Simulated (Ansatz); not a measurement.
An element in the sc structure gives these cold pressures by all-electron LAPW under PBE (Ansatz 0.2.0, scalar-relativistic, no spin polarisation).

```
V (Å³/atom)  P (GPa)
      29.46     0.01
      25.93     5.76
      22.98    15.27
      20.03     33.2
      17.09     70.9
      14.73    132.6
      12.67    237.4
```

Which element is it?

In. Its zero-pressure volume in this structure is near 29.5 Å³/atom; the volume and the steepness of P(V) together point to it, though neighbours can come close. This is the case that was computed; others weren't tested.
